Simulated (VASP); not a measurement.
A run of VASP 6.6.1 is set up as follows.

Contents of INCAR:

```
ALGO     = Fast           # electronic algorithm
EDIFF    = 1E-6           # SCF threshold, eV
ENCUT    = 520            # plane-wave cutoff, eV
GGA      = PS             # functional
ISIF     = 2              # what is computed and relaxed
ISMEAR   = 0              # smearing method
LASPH    = True           # aspherical terms in the spheres
LCHARG   = False          # write CHGCAR
LREAL    = False          # projectors in reciprocal space
LWAVE    = False          # write WAVECAR
NBANDS   = 11             # bands
NELM     = 100            # most SCF steps
PREC     = Accurate       # precision mode
SIGMA    = 0.05           # smearing width, eV
```

Contents of KPOINTS:

```
k-points
0
Gamma
  16 16 10
```

File POSCAR:

```
C
1.0
    2.2525550117     -1.2842627910     -0.0301902092
    2.2173278714      1.2232512446     -0.0336294000
   -1.5013792147      0.0148718964      3.7017751458
C
2
Direct
    0.8388523267      0.8432721901     -0.0103640262
    0.1611476733      0.1567278099      1.0103640262
```

Potentials or basis: VASP PAW PBE potentials, release 64 (C).

Launch:

```sh
$ cat potpaw_PBE.64/C/POTCAR > POTCAR
$ mpirun -np 1 vasp_std > vasp.out
```

(1) What does it give for the band gap on the k mesh?

(2) What does it give for the largest force?

(3) What does it give for the pressure?

Results:

(1) 0.35 eV, indirect (least direct gap 0.53 eV).

(2) 4.541 eV/Å.

(3) -20.0 GPa.

Caveat: so large a pressure means that the cell lies far from this level's equilibrium, or that cutoff or potentials fall short; the potentials were made for another functional, which shifts forces and pressure.
